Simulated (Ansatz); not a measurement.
## Tc in Ansatz: the effect of functional

Tc:

```
CELL_PARAMETERS angstrom
2.72161 0.00000 0.00000
-1.36081 2.35698 0.00000
0.00000 0.00000 4.36848
ATOMIC_POSITIONS crystal
Tc 0.66667 0.33333 0.75000
Tc 0.33333 0.66667 0.25000
```

The cell isn't the ideal one: volume scaled by 0.98.

Alike in all runs:

- Program: Ansatz 0.2.0
- Task: single point
- Potentials or basis: Ansatz PAW earlier set
- Cutoff: 500 eV (not typed: the program's choice for these potentials)
- k mesh: 11 × 11 × 6
- Occupations: fermi-dirac, width 0.05 eV
- Spin: no spin polarisation

```tsv
functional	pressure (GPa)
LDA	-5.8
r2SCAN	4.4
PBE	?
```

Question: What does the run with functional PBE give?

Answer: Pressure 9.5 GPa.

Caveats: the PAW data sets come from PBE, with cores solved anew for the run's functional, which leaves a small shift of forces and pressure (some runs).
